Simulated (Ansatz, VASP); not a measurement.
**BN in VASP and in Ansatz**

INCAR

```
ALGO = Normal
EDIFF = 1E-6
ENCUT = 520
GGA = PE
ISIF = 2
ISMEAR = 0
LASPH = True
LCHARG = False
LREAL = False
LWAVE = False
NBANDS = 16
NELM = 100
PREC = Accurate
SIGMA = 0.05
```

The input KPOINTS:

```
k-points
0
Gamma
  12 12 6
```

The input POSCAR:

```
BN
1.0
    2.5539396017      0.0000000000      0.0000000000
   -1.2769698009      2.2117765748      0.0000000000
    0.0000000000      0.0000000000      4.2268550000
B N
2 2
Direct
    0.6666666667      0.3333333333      0.9997240000
    0.3333333333      0.6666666667      0.4997240000
    0.6666666667      0.3333333333      0.5543012445
    0.3333333333      0.6666666667      0.0543012445
```

Input for Ansatz:

```yaml
crystal:
  lattice:
    - [2.5539396017, 0.0, 0.0]
    - [-1.2769698009, 2.2117765748, 0.0]
    - [0.0, 0.0, 4.226855]
  atoms:
    - { symbol: B, position: [0.6666666667, 0.3333333333, 0.999724] }
    - { symbol: B, position: [0.3333333333, 0.6666666667, 0.499724] }
    - { symbol: "N", position: [0.6666666667, 0.3333333333, 0.5543012445] }
    - { symbol: "N", position: [0.3333333333, 0.6666666667, 0.0543012445] }
basis:
  ecutwfc: 420
kpoints:
  mp_grid: { grid: [12, 12, 6] }
hamiltonian:
  xc: pbe
scf:
  occupations: { method: gaussian, width: 0.05 }
output:
  forces: true
  stress: true
  eigenvalues: true
```

Change from the starting cell: all N atoms moved -0.300 Å, as atom 3 along Cartesian [0 0 1].

Alike in both runs: task single point; functional PBE; k mesh 12 × 12 × 6; occupations gaussian, width 0.05 eV; no spin polarisation.

```csv
,VASP,Ansatz
version,VASP 6.6.1,Ansatz 0.2.0
potentials or method,"VASP PAW PBE potentials, release 64 (B, N)","scalar-relativistic, plane waves, PAW"
plane-wave cutoff (eV),520,420
valence electrons in the cell,16,16
```

|  | VASP | Ansatz | Ansatz less VASP |
| --- | --- | --- | --- |
| gap on the k mesh at the Fermi level (eV) | 3.89 | 3.90 | +0.008 |
| least direct gap on the mesh (eV) | 6.43 | 6.43 | +0.006 |
| pressure (GPa) | 17.2 | 17.0 | -0.21 |
| largest component of the traceless stress (GPa) | 24.34 | 24.68 | +0.340 |
| rms of the force components (eV/Å) | 1.401 | 1.398 | -0.0030 |

Atom by atom the forces differ by 0.003 eV/Å (rms over components). The functional is the same, so the differences come from potentials, cutoffs and numerics.

Caveats: so large a pressure means that the cell lies far from this level's equilibrium, or that cutoff or potentials fall short (VASP); forces of over 1 eV/Å show positions far from the minimum, so gaps and moduli don't describe the material at rest. A k mesh can miss the band edges.
